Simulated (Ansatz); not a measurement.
A 2-atom cell of CuI started from a crystallographic database, relaxed with r2SCAN, was run in the plane-wave code Ansatz under altered settings. All numbers are computed, without spin polarisation but where a row says otherwise.

```
Cu I
1.0
     0.00000    3.01204    3.01204
     3.01204    0.00000    3.01204
     3.01204    3.01204    0.00000
Cu I
1 1
Direct
  0.25000 0.25000 0.25000
  0.00000 0.00000 0.00000
```

The base run's other keys:
```yaml
kpoints:
  mp_grid: { grid: [6, 6, 6] }
hamiltonian:
  xc: pbesol
scf:
  occupations: { method: fixed }
  n_extra_bands: 4
```

It takes 6 iterations with 1067 plane waves at 420 eV and 16 k points, and leaves a mean stress of -1.85 GPa. The gap over this mesh is 1.056 eV. It ran on 4 threads of Arm Neoverse N1 (shared host).

Outcomes, with energy and stress as changes against the base:
```tsv
setting	outcome	ΔF (meV/atom)	Δ mean stress (GPa)	gap on the mesh (eV)	iterations	wall time
scf.mixing.beta: 0.05	converged	0.0	0.00	1.056	8	1.2 s
scf.occupations: fermi_dirac 0.5	converged	-37	+0.67	1.120	7	1.5 s
basis.ecutwfc: 900	converged	-2.5	0.00	1.057	6	2.3 s
hamiltonian.xc: r2scan (cutoff then 500 eV)	converged	–	+1.85	1.666	8	3.2 s
scf.occupations: gaussian 0.05	converged	0.0	0.00	1.056	6	1.2 s
kpoints.mp_grid.grid: [4, 4, 4]	converged	+17.9	+0.26	1.052	6	0.81 s
scf.mixing.preconditioner: resta	converged	0.0	0.00	1.056	8	1.4 s
scf.occupations: gaussian 0.2	converged	0.0	0.00	1.056	6	1.2 s
scf.occupations: tetrahedron	converged, warned	0.0	–	1.056	6	1.1 s
basis.ecutrho_ratio: 8	converged	0.0	0.00	1.056	6	1.3 s
basis.xc_grid: 1	converged	0.0	0.00	1.056	6	1.1 s
scf.n_extra_bands: 1	converged	0.0	0.00	1.056	6	1.1 s
hamiltonian.xc: pw91	refused	–	–	–	–	0.03 s
hamiltonian.pseudopotentials: ultrasoft	refused	–	–	–	–	0.03 s
```
A dash marks a value that wasn't obtained or can't be compared. Stress is positive in compression. The base took 1.1 s.

- scf.occupations: fermi_dirac 0.5. The free energy moves by -37 meV an atom, the mean stress by +0.67 GPa and the gap on the mesh by +0.064 eV (to 1.120). The term −TS is -161 meV an atom. A width of 0.5 eV moves electrons across a gap of 1.06 eV: this is no longer the ground state.
- basis.ecutwfc: 900. 3383 plane waves in place of 1067. The free energy moves by -2.5 meV an atom, the mean stress by 0.00 GPa and the gap on the mesh by +0.001 eV (to 1.057). The base cutoff was converged to that degree.
- hamiltonian.xc: r2scan. The cutoff follows the functional, from 420 to 500 eV. The mean stress moves by +1.85 GPa and the gap on the mesh by +0.610 eV (to 1.666). It's another functional on the same cell, so totals aren't comparable.
- kpoints.mp_grid.grid: [4, 4, 4]. The free energy moves by +17.9 meV an atom, the mean stress by +0.26 GPa and the gap on the mesh by -0.003 eV (to 1.052). The mesh is too coarse.
- scf.occupations: tetrahedron. Energy, stress and gap stay within 1 meV an atom, 0.1 GPa and 0.005 eV of the base. Warned: band table not solved further, tetrahedron derivatives may miss energy slope.
- hamiltonian.xc: pw91. It is rejected at once. Error: YAML parse error: line 12 column 7: hamiltonian.xc: unknown variant `pw91`, expected one of […]
- hamiltonian.pseudopotentials: ultrasoft. It is rejected at once. Error: YAML parse error: line 13 column 29: unknown variant `uspp`, expected one of nc, nc_fr, paw, paw_fr, all_electron

Within 1 meV an atom, 0.1 GPa and 0.005 eV of the base stay: scf.mixing.beta: 0.05; scf.occupations: gaussian 0.05; scf.mixing.preconditioner: resta; scf.occupations: gaussian 0.2; scf.occupations: tetrahedron; basis.ecutrho_ratio: 8; basis.xc_grid: 1; scf.n_extra_bands: 1.

Spin-orbit coupling is left out, which matters wherever the heavy atoms make up the band edges.
